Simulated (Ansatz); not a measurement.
# CaO: the cost of one run

Program: Ansatz 0.2.0. Level of theory: DFT PBE, scalar-relativistic, plane waves, PAW. These are calculated values, not measurements.

## 1. The system as given

Symmetry: P2_1/c, No. 14, monoclinic system. Conventional cell: a = 4.430 Å, b = 3.148 Å, c = 7.656 Å, α = 90.00°, β = 100.01°, γ = 90.00°. Ca (site symmetry 1) is surrounded by 5 O at 2.29 to 2.37 Å. Around O (site symmetry 1) lie 5 Ca at 2.29 to 2.37 Å.

Coordinates:

```
CELL_PARAMETERS angstrom
4.42980 0.00000 0.00000
0.00000 3.14764 0.00000
-1.33014 0.00000 7.53955
ATOMIC_POSITIONS crystal
Ca 0.22594 0.65954 0.88717
Ca 0.77406 0.15954 0.61283
Ca 0.77406 0.34046 0.11283
Ca 0.22594 0.84046 0.38717
O 0.27406 0.34046 0.61283
O 0.72594 0.84046 0.88717
O 0.72594 0.65954 0.38717
O 0.27406 0.15954 0.11283
```

Recipe of the guess: 5-connected net, two elements alternating (P2_1/c, No. 14). Lengths come from tabulated atomic sizes and are only a guess.

## 2. A first look at the guess

input.yaml

```yaml
crystal:
  lattice:
    - [4.42979629, 0.0, 0.0]
    - [0.0, 3.14764224, 0.0]
    - [-1.33014317, 0.0, 7.53954603]
  atoms:
    - { symbol: Ca, position: [0.22593868, 0.65954281, 0.88716889] }
    - { symbol: Ca, position: [0.77406132, 0.15954281, 0.61283111] }
    - { symbol: Ca, position: [0.77406132, 0.34045719, 0.11283111] }
    - { symbol: Ca, position: [0.22593868, 0.84045719, 0.38716889] }
    - { symbol: O, position: [0.27406132, 0.34045719, 0.61283111] }
    - { symbol: O, position: [0.72593868, 0.84045719, 0.88716889] }
    - { symbol: O, position: [0.72593868, 0.65954281, 0.38716889] }
    - { symbol: O, position: [0.27406132, 0.15954281, 0.11283111] }
basis:
  ecutwfc: 420
kpoints:
  mp_grid: { grid: [4, 6, 2] }
hamiltonian:
  xc: pbe
scf:
  occupations: { method: gaussian, width: 0.1 }
  lower_state_search: "off"
output:
  forces: true
  stress: true
  eigenvalues: true
```

Command:

```
ansatz run input.yaml --threads 1 --pin off --max-ram 2560MiB --backend cpu --events-out ev --progress --plain --runs-dir out
```

What time and memory should one allow on 1 thread of Arm Neoverse V2, shared host?

About 3.9 s, with a peak of 0.36 GiB.
